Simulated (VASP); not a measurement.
## HfO2: relaxation of cell and atoms with LDA

Crystal: HfO2.

```xyz
6
Lattice="3.6043 0.0000 0.0000 0.0000 3.6043 0.0000 0.0000 0.0000 5.2636" Properties=species:S:1:pos:R:3 pbc="T T T"
Hf    1.8022    1.8022    2.6318
Hf    0.0000    0.0000    0.0000
O     0.0000    1.8022    3.6492
O     1.8022    0.0000    4.2461
O     1.8022    0.0000    1.6144
O     0.0000    1.8022    1.0174
```

Measurements of this composition are mostly on another form, of space group No. 14.

```json
{"Program": "VASP 6.6.1", "Task": "relaxation of cell and atoms", "Functional": "LDA", "Potentials or basis": "VASP PAW LDA potentials, release 64 (Hf_pv, O)", "Cutoff": "600 eV", "k mesh": "6 × 6 × 4", "Occupations": "fermi-dirac, width 0.05 eV", "Spin": "no spin polarisation", "Further INCAR settings": "ALGO = Normal; EDIFF = 1e-07; IBRION = 2; EDIFFG = -0.01; NSW = 60; ISIF = 3"}
```

| Property | Result |
| --- | --- |
| Relaxed volume | 10.50 Å³/atom |
| Relaxed cell | a = 3.524 Å, b = 3.524 Å, c = 5.071 Å, α = 90.00°, β = 90.00°, γ = 90.00° |
| Space group after relaxing (to 0.05 Å) | P4_2/nmc (No. 137) |
| Energy gained by relaxing | 46.7 meV/atom |
| Ionic steps | 16 |
| Pressure after relaxing | -0.1 GPa |
| Largest force after relaxing | 0.009 eV/Å |
| Band gap on the k mesh | 4.52 eV, indirect (least direct gap 4.64 eV) |

Forces in eV/Å, atoms in the order of the input:
```
Hf   0.000  0.000  0.000
Hf   0.000  0.000  0.000
O    0.000  0.000  0.009
O    0.000  0.000 -0.009
O    0.000  0.000 -0.009
O    0.000  0.000  0.009
```

Stress tensor (GPa, compression positive):
```
-0.14  0.00  0.00
 0.00 -0.14  0.00
 0.00  0.00  0.03
```

Step by step:
```csv
step,energy change (eV),largest force (eV/Å),pressure (GPa),volume (Å³)
1,0.0000,0.1506,-16.34,68.38
2,0.4546,1.1372,37.25,57.51
3,-0.2397,0.2578,-0.71,64.09
4,-0.2399,0.2702,-0.24,63.98
5,-0.2398,0.2796,0.15,63.89
6,-0.2542,0.2418,0.26,63.66
7,-0.2668,0.1451,0.92,62.95
8,-0.2679,0.1646,0.72,63.11
9,-0.2773,0.0602,-0.61,63.25
10,-0.2786,0.0115,-1.25,63.32
11,-0.2793,0.0123,0.86,62.78
12,-0.2801,0.0119,-0.02,63.01
13,-0.2802,0.0139,0.07,62.98
14,-0.2802,0.0151,0.13,62.96
15,-0.2802,0.0080,-0.12,63.00
16,-0.2802,0.0090,-0.08,62.99
```

Final structure:
```yaml
crystal:
  lattice:
    - [3.52446, 0.00000, 0.00000]
    - [0.00000, 3.52446, 0.00000]
    - [0.00000, 0.00000, 5.07101]
  atoms:
    - { symbol: Hf, position: [0.50000, 0.50000, 0.50000] }
    - { symbol: Hf, position: [0.00000, 0.00000, 0.00000] }
    - { symbol: O, position: [0.00000, 0.50000, 0.70571] }
    - { symbol: O, position: [0.50000, 0.00000, 0.79429] }
    - { symbol: O, position: [0.50000, 0.00000, 0.29429] }
    - { symbol: O, position: [0.00000, 0.50000, 0.20571] }
```

Levels at points of the mesh, in eV from the valence-band top:
```
           k point  band 18  band 19  band 20  band 21  band 22  band 23  band 24  band 25  band 26
(0.00, 0.00, 0.00)    -1.30    -0.49    -0.14    -0.14    -0.12     4.52     4.54     5.64     6.18
(0.50, 0.00, 0.00)    -2.37    -1.55    -1.55    -0.16    -0.16     4.99     4.99     6.10     6.10
(0.50, 0.50, 0.00)    -1.17    -0.93    -0.93    -0.35    -0.35     5.39     5.39     6.14     6.14
(0.00, 0.00, 0.50)    -2.85    -0.54    -0.54    -0.05    -0.05     5.27     5.27     5.53     5.53
(0.50, 0.00, 0.50)    -2.10    -1.44    -1.44    -1.10    -1.10     5.18     5.18     5.47     5.47
(0.50, 0.50, 0.50)    -2.06    -1.38    -1.38     0.00     0.00     5.92     5.92     6.07     6.07
```

Wall time 58 s on 8 MPI ranks on Intel(R) Xeon(R) 6975P-C (Granite Rapids) (shared host), peak memory 0.24 GiB a rank.

Caveat: spin-orbit coupling is left out, which moves the levels of the heavy elements. A k mesh can miss the band edges.
